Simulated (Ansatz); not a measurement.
# SnTe (F-43m): relaxing the cell for a phonon run

Wanted: the relaxed cell of SnTe (F-43m).

Method: DFT PBEsol, scalar-relativistic, plane waves, PAW; PAW set soft_1, in Ansatz 0.2.0.

### 1. The starting structure

The structure is cubic, space group F-43m (No. 216). Conventional cell: a = 7.222 Å, b = 7.222 Å, c = 7.222 Å, α = 90.00°, β = 90.00°, γ = 90.00°. Nearest to Sn lie 4 Te at 3.13 Å. Nearest to Te lie 4 Sn at 3.13 Å. Farther neighbours and most contacts between anions are not listed.

### 2. Probe on a coarse mesh

A quick single point on a coarse mesh tells whether the cell has a gap and how far it is from rest, which sets the k mesh and smearing that follow.

The input, input.yaml:

```yaml
crystal:
  lattice:
    - [0.0, 3.611146, 3.611146]
    - [3.611146, 0.0, 3.611146]
    - [3.611146, 3.611146, 0.0]
  atoms:
    - { symbol: Sn, position: [0.0, 0.0, 0.0] }
    - { symbol: Te, position: [0.75, 0.75, 0.75] }
kpoints:
  mp_grid: { grid: [4, 4, 4] }
hamiltonian:
  xc: pbesol
  pseudopotentials: { kind: paw, azcp: { folder: soft_1 }, xc_functional: pbe }
scf:
  occupations: { method: gaussian, width: 0.1 }
output:
  forces: true
  stress: true
  eigenvalues: true
```

Run with:

```bash
ansatz run input.yaml --threads 4 --pin off --max-ram 10240MiB --backend cpu --events-out ev --progress --plain --runs-dir out
```

Numbers of over 12 decimals in the logs are rounded to 6 here.

The program printed:

```text
Engine: ansatz 0.2.0, x86_64-unknown-linux-gnu
Pseudopotentials: kind: paw
Pseudopotential: Sn, paw, valence charge 14, recommended cutoff 420 eV (normal), soft_1/Sn.paw.azcp
Pseudopotential: Te, paw, valence charge 16, recommended cutoff 420 eV (normal), soft_1/Te.paw.azcp
Functional definition: PBEsol
  exchange = pbesol_x
  correlation = pbesol_c
Crystal: 2 atoms, lattice volume = 94.181 Å³
[...]
P = ⅓ Tr σ = -1.6934 GPa (-16.934 kbar)
--- Band table (eV; the first three rows and the last of 8) ---
  k-point 0: bands = [... 11 lower, -0.3734, 2.9056, 2.9056, 2.9056, 5.8483, 5.8483, 5.8483, 8.8168]
  k-point 1: bands = [... 11 lower, -1.3429, 2.6065, 2.6065, 2.9677, 6.3400, 6.3400, 6.5565, 10.0965]
  k-point 2: bands = [... 11 lower, -2.1686, 2.3751, 2.3751, 2.7743, 6.6443, 6.6443, 8.2060, 10.3866]
  k-point 7: bands = [... 11 lower, -2.5041, 1.4506, 1.5393, 4.8608, 6.1664, 7.0345, 7.9432, 10.0833]
[key lines of the parts left out:]
SCF converged after 8 iterations
Free energy (F): -12851.285035 eV
Fermi energy:    4.909704 eV
```

Elapsed: 1.7 s, on 4 threads of Intel Xeon 6975P-C (Granite Rapids), shared host; peak memory 0.39 GiB.

A gap read on the k-mesh alone can miss the band edges.

This step gave:

```yaml
pressure: -1.693 GPa
volume_per_atom: 47.09 Å³
gap_on_the_k_mesh: 0.05083 eV
direct_gap_on_mesh: 0.7680 eV
```

The coarse mesh shows a gap of 0.05 eV and a pressure of -1.7 GPa.

### 3. Bringing the structure to rest, k-mesh 8×8×8, smearing width 0.01 eV

The cell and atoms are relaxed, since residual forces and stress would shift the frequencies.

input.yaml, the sections that differ from step 2:

```yaml
kpoints:
  mp_grid: { grid: [8, 8, 8] }
scf:
  occupations: { method: gaussian, width: 0.01 }
relax:
  adjacent_minimum: "off"
  f_tol: 0.005
  max_steps: 80
  cell: { stress_tol: 0.05 }
# crystal, hamiltonian, output: as in step 2
```

The program printed:

```text
[...]
Crystal: 2 atoms, lattice volume = 94.181 Å³
Basis set: ecut = 420 eV, 1837 PW (Γ), exchange–correlation on 72×72×72 points (8 copies of the dense FFT grid, shifted against one another)
Bands: 19, of which v1, the nominal top of the filled ones, is band 15 counted from 1 (14 counted from 0)
Symmetry: 24 space group operations
[...]
k-points: 29 of 512 (time reversal used)
[...]
SCF iter   1: F=—  HF=-12851.325840 eV  |F-HF|=—  |Δ(HF+E_count)|=         —  Δρ=1.19e-2  dr2=2.62e-1  ethr=3.10e-3  ⟨swp⟩=7.8  Hψ=3204  notcnv=0
[...]
SCF iter   7: F=-12851.270496 eV  HF=-12851.270496 eV  |F-HF|=1.26e-8  |Δ(HF+E_count)|=   2.67e-7  Δρ=3.90e-6  dr2=1.60e-8  ethr=3.33e-10  ⟨swp⟩=7.4  Hψ=2719  notcnv=0
SCF 1 converged in 7 iterations: F = -12851.270496 eV  dr2 = 1.60e-8
[...]
relax step   1: F+E_penalty+E_count = -12851.27049620 eV  Δ(F+E_penalty+E_count) = +0.000e0 eV  max|allowed force component| = 6.661e-16 eV/Å  Δτ_max = 0.0000 Å  P = -1.366 GPa  Ω = 94.181 Å³  (7 SCF iters, dr2 threshold 1.00e-7 eV, accepted)
Crystal: 2 atoms, lattice volume = 89.181 Å³
Basis set: ecut = 420 eV, 1807 PW (Γ), exchange–correlation on 72×72×72 points (8 copies of the dense FFT grid, shifted against one another)
[...]
iter 1 solved again at ethr=1.38e-5 eV; its pass at ethr=3.10e-3 eV (dr2=4.15e-3 eV) is discarded
[...]
SCF iter   5: F=-12851.295830 eV  HF=-12851.295830 eV  |F-HF|=5.51e-8  |Δ(HF+E_count)|=   9.83e-7  Δρ=5.83e-6  dr2=5.02e-8  ethr=6.67e-10  ⟨swp⟩=7.3  Hψ=2766  notcnv=0
SCF 2 converged in 5 iterations: F = -12851.295830 eV  dr2 = 5.02e-8
relax step   2: F+E_penalty+E_count = -12851.29583034 eV  Δ(F+E_penalty+E_count) = -2.533e-2 eV  max|allowed force component| = 7.031e-16 eV/Å  Δτ_max = 0.0000 Å  P = -0.166 GPa  Ω = 89.181 Å³  energy of the carried Pulay correction = +4.043e-4 eV  (5 SCF iters, dr2 threshold 2.00e-7 eV, accepted)
Crystal: 2 atoms, lattice volume = 88.531 Å³
Basis set: ecut = 420 eV, 1759 PW (Γ), exchange–correlation on 72×72×72 points (8 copies of the dense FFT grid, shifted against one another)
[...]
SCF iter   4: F=-12851.296157 eV  HF=-12851.296157 eV  |F-HF|=3.46e-8  |Δ(HF+E_count)|=   2.73e-7  Δρ=5.87e-6  dr2=4.06e-8  ethr=2.30e-10  ⟨swp⟩=7.0  Hψ=2712  notcnv=0
SCF 3 converged in 4 iterations: F = -12851.296157 eV  dr2 = 4.06e-8
relax step   3: F+E_penalty+E_count = -12851.29615693 eV  Δ(F+E_penalty+E_count) = -3.266e-4 eV  max|allowed force component| = 6.291e-16 eV/Å  Δτ_max = 0.0000 Å  P = +0.034 GPa  Ω = 88.531 Å³  energy of the carried Pulay correction = +4.597e-4 eV  (4 SCF iters, dr2 threshold 6.89e-8 eV, accepted)
[...]
SCF iter   6: F=-12851.295707 eV  HF=-12851.295707 eV  |F-HF|=1.46e-11  |Δ(HF+E_count)|=  2.33e-10  Δρ=9.14e-8  dr2=7.86e-12  ethr=1.00e-12  ⟨swp⟩=7.8  Hψ=2958  notcnv=0
SCF 4 converged in 6 iterations: F = -12851.295707 eV  dr2 = 7.86e-12
relax step   4: F+E_penalty+E_count = -12851.29570733 eV  Δ(F+E_penalty+E_count) = +4.496e-4 eV  max|allowed force component| = 5.181e-16 eV/Å  Δτ_max = 0.0000 Å  P = +0.032 GPa  Ω = 88.531 Å³  stress off target by 3.20e-2 GPa  SCF on the basis re-selected at this cell (its energy is not comparable with the rows above)  (6 SCF iters)
basis re-selected at this cell: Δ(F+E_penalty+E_count) = +4.496e-4 eV, ΔP = -0.002 GPa vs the last step (what re-selecting the basis moved, of the pressure what is left beyond the Pulay correction that the steps carried, after the strain that the cell walked since its last selection, with what the two solves' SCF thresholds leave and, on support functions, any second-order correction that the steps lacked; it is no m [...]
SCF converged after 6 iterations
Free energy (F): -12851.295707 eV
[...]
Internal energy: -12851.295641 eV  (E = F + TS)
E sigma→0 (E₀):  -12851.295674 eV
Entropy (-TS):   -0.000066 eV (-0.033 meV/atom)
Fermi energy:    5.563745 eV
[...]
--- Stress (GPa, compression-positive) ---
        0.032049      -0.000000      -0.000000
       -0.000000       0.032049      -0.000000
       -0.000000       0.000000       0.032049
  P = ⅓ Tr σ = 0.0320 GPa (0.320 kbar)
--- Band table (eV; the first three rows and the last of 29) ---
  k-point 0: bands = [... 11 lower, 0.4709, 3.4390, 3.4390, 3.4390, 6.4682, 6.4682, 6.4682, 9.4745]
  k-point 1: bands = [... 11 lower, 0.0787, 3.3313, 3.3313, 3.5580, 6.5957, 6.6455, 6.6455, 10.0006]
  k-point 2: bands = [... 11 lower, -0.7054, 3.1110, 3.1110, 3.5691, 6.9969, 6.9969, 7.2802, 10.7927]
  k-point 28: bands = [... 11 lower, -2.0306, 1.8432, 1.9395, 5.6253, 6.8996, 7.6809, 8.6354, 10.8845]
--- Relaxed structure (3 steps of the walk, 3 accepted, 1 SCFs on fresh bases) ---
  F+E_penalty+E_count = -12851.29570733 eV   max|allowed force component| = 5.181e-16 eV/Å   (the final SCF, on the basis selected at the relaxed cell)
  cell:  # Å, volume = 88.5308 Å³
    - [0, 3.537432, 3.537432]
    - [3.537432, 0, 3.537432]
    - [3.537432, 3.537432, 0]
  atoms:
    - { symbol: Sn, position: [0, 0, 0] }
    - { symbol: Te, position: [0.75, 0.75, 0.75] }
```

It took 6.3 s on 4 threads; peak memory 0.48 GiB.

The steps of the relaxation:

| step | energy less that of the first step (eV) | largest force component (eV/Å) | pressure (GPa) | volume (Å³) |
| --- | --- | --- | --- | --- |
| 1 | 0.0000 | 0.0000 | -1.37 | 94.18 |
| 2 | -0.0253 | 0.0000 | -0.17 | 89.18 |
| 3 | -0.0257 | 0.0000 | 0.03 | 88.53 |
| 4* | -0.0252 | 0.0000 | 0.03 | 88.53 |

Relaxation steps marked * repeat the geometry before them on a plane-wave basis chosen anew for their cell, so energy and pressure can jump there.

Forces are held to the 24 operations that the run works with; a distortion that breaks them can't arise in this run.

| conventional cell, symmetrised | before | after | change |
| --- | --- | --- | --- |
| a (Å) | 7.222 | 7.075 | -2.0 % |
| b (Å) | 7.222 | 7.075 | -2.0 % |
| c (Å) | 7.222 | 7.075 | -2.0 % |
| volume (Å³/atom) | 47.09 | 44.27 | -6.0 % |

The relaxed structure:

```cif
data_structure
_symmetry_space_group_name_H-M 'P 1'
_symmetry_Int_Tables_number 1
_cell_length_a 5.0027
_cell_length_b 5.0027
_cell_length_c 5.0027
_cell_angle_alpha 60.000
_cell_angle_beta 60.000
_cell_angle_gamma 60.000
_cell_volume 88.53
loop_
_atom_site_label
_atom_site_type_symbol
_atom_site_fract_x
_atom_site_fract_y
_atom_site_fract_z
_atom_site_occupancy
Sn1 Sn 0.00000 0.00000 0.00000 1
Te2 Te 0.75000 0.75000 0.75000 1
```

Numbers from this step:

```
pressure          : 0.03205 GPa
volume per atom   : 44.27 Å³
gap on the k-mesh : 0 eV
```

In this step the volume went from 47.09 to 44.27 Å³/atom.

### 4. Relaxation, k-mesh 10×10×10, smearing width 0.1 eV

The relaxation is repeated from its end, on the mesh and smearing that suit the cell and gap now reached.

input.yaml, the sections that differ from step 3:

```yaml
crystal:
  lattice:
    - [0.0, 3.5374324016, 3.5374324016]
    - [3.5374324016, 0.0, 3.5374324016]
    - [3.5374324016, 3.5374324016, 0.0]
  atoms:
    - { symbol: Sn, position: [0.0, 0.0, 0.0] }
    - { symbol: Te, position: [0.75, 0.75, 0.75] }
kpoints:
  mp_grid: { grid: [10, 10, 10] }
scf:
  occupations: { method: gaussian, width: 0.1 }
# hamiltonian, output, relax: as in step 3
```

The program printed:

```text
[...]
Crystal: 2 atoms, lattice volume = 88.531 Å³
Basis set: ecut = 420 eV, 1759 PW (Γ), exchange–correlation on 72×72×72 points (8 copies of the dense FFT grid, shifted against one another)
Bands: 19, of which v1, the nominal top of the filled ones, is band 15 counted from 1 (14 counted from 0)
[... 1 set-up line as in the run before ...]
[...]
k-points: 47 of 1000 (time reversal used)
[...]
k-point 46: bands = [... 11 lower, -2.0597, 1.8498, 1.9381, 5.4946, 6.5703, 7.9760, 8.7037, 10.8432]
--- Relaxed structure (2 steps of the walk, 2 accepted, 1 SCFs on fresh bases) ---
[...]
cell:  # Å, volume = 88.8513 Å³
    - [0, 3.541696, 3.541696]
    - [3.541696, 0, 3.541696]
    - [3.541696, 3.541696, 0]
  atoms:
    - { symbol: Sn, position: [0, 0, 0] }
    - { symbol: Te, position: [0.750000, 0.750000, 0.750000] }
[key lines of the parts left out:]
SCF converged after 5 iterations
Free energy (F): -12851.294817 eV
Fermi energy:    5.510108 eV
P = ⅓ Tr σ = -0.0021 GPa (-0.021 kbar)
```

Elapsed: 8 s, on 4 threads; peak memory 0.5 GiB; 26 s of CPU time.

Step by step:

| step | energy less that of the first step (eV) | largest force component (eV/Å) | pressure (GPa) | volume (Å³) |
| --- | --- | --- | --- | --- |
| 1 | 0.0000 | 0.0000 | 0.09 | 88.53 |
| 2 | -0.0001 | 0.0000 | 0.00 | 88.85 |
| 3* | -0.0001 | 0.0000 | 0.00 | 88.85 |

Relaxation steps marked * repeat the geometry before them on a plane-wave basis chosen anew for their cell, so energy and pressure can jump there.

Forces are held to the 24 operations that the run works with; a distortion that breaks them can't arise in this run.

| conventional cell, symmetrised | before | after | change |
| --- | --- | --- | --- |
| a (Å) | 7.075 | 7.083 | +0.1 % |
| b (Å) | 7.075 | 7.083 | +0.1 % |
| c (Å) | 7.075 | 7.083 | +0.1 % |
| volume (Å³/atom) | 44.27 | 44.43 | +0.4 % |

The relaxed structure:

```xyz
2
Lattice="0.0000 3.5417 3.5417 3.5417 0.0000 3.5417 3.5417 3.5417 0.0000" Properties=species:S:1:pos:R:3 pbc="T T T"
Sn    0.0000    0.0000    0.0000
Te    5.3125    5.3125    5.3125
```

This step gave:

- pressure: -0.002105 GPa
- volume per atom: 44.43 Å³

In this step the volume went from 44.27 to 44.43 Å³/atom.

### 5. Relaxing to small forces for the phonons

Phonons need a cell at rest on their own settings, so the relaxation is repeated with tight tolerances on forces and stress on the k mesh and occupations of the first response run.

input.yaml, the sections that differ from step 4:

```yaml
crystal:
  lattice:
    - [0.0, 3.5416960247, 3.5416960247]
    - [3.5416960247, 0.0, 3.5416960247]
    - [3.5416960247, 3.5416960247, 0.0]
  atoms:
    - { symbol: Sn, position: [0.0, 0.0, 0.0] }
    - { symbol: Te, position: [0.75, 0.75, 0.75] }
kpoints:
  mp_grid: { grid: [12, 12, 12] }
scf:
  occupations: { method: methfessel_paxton, width: 0.2 }
relax:
  adjacent_minimum: "off"
  f_tol: 0.001
  max_steps: 60
  cell: { stress_tol: 0.01 }
# hamiltonian, output: as in step 4
```

The program printed:

```text
[...]
Crystal: 2 atoms, lattice volume = 88.851 Å³
Basis set: ecut = 420 eV, 1807 PW (Γ), exchange–correlation on 72×72×72 points (8 copies of the dense FFT grid, shifted against one another)
Bands: 19, of which v1, the nominal top of the filled ones, is band 15 counted from 1 (14 counted from 0)
[... 1 set-up line as in the run before ...]
[...]
k-points: 72 of 1728 (time reversal used)
[...]
k-point 71: bands = [... 11 lower, -2.0572, 1.8257, 1.9215, 5.5871, 6.8575, 7.6497, 8.5970, 10.8416]
--- Relaxed structure (1 steps of the walk, 1 accepted, 1 SCFs on fresh bases) ---
[...]
cell:  # Å, volume = 88.8513 Å³
    - [0.0, 3.5416960247, 3.5416960247]
    - [3.5416960247, 0.0, 3.5416960247]
    - [3.5416960247, 3.5416960247, 0.0]
  atoms:
    - { symbol: Sn, position: [0.0, 0.0, 0.0] }
    - { symbol: Te, position: [0.75, 0.75, 0.75] }
[key lines of the parts left out:]
SCF converged after 6 iterations
Free energy (F): -12851.293289 eV
Fermi energy:    5.502435 eV
P = ⅓ Tr σ = 0.0055 GPa (0.055 kbar)
```

Run time: 7.1 s. Hardware: 4 threads; peak memory 0.54 GiB; 22 s of CPU time.

Little changed from the start: no atom moved by 0.005 Å and no cell edge by 0.1 %.

This step gave:

| Item | Value |
| --- | --- |
| pressure | 0.005503 GPa |

The forces vanish by symmetry and the pressure is 0.006 GPa, within the tolerances set. The cell now holds 44.43 Å³/atom.

### 6. Results

```json
{
 "space group after relaxation (within 0.01 Å)": "F-43m",
 "lattice constant a": "7.083 Å",
 "lattice constant b": "7.083 Å",
 "lattice constant c": "7.083 Å",
 "volume per atom": "44.4 Å³"
}
```

In words: The forces vanish by symmetry and the pressure is 0.006 GPa, within the tolerances set. The cell now holds 44.43 Å³/atom. The relaxation keeps the symmetry of its start, so it says nothing on stability against lower symmetry. Spin-orbit coupling is left out, which can matter for the heavy elements here. The PAW files were made for PBE and serve the other functionals too.

[Logs are printed without paths, hosts, clocks, repeated set-up lines and the standing remarks that a program may print on its own settings, such as how far it seeks lower states.]

[Hosts, paths, dates, database ids (printed as entryN), source tags and the programs' standing remarks are cut or masked in the printed files.]
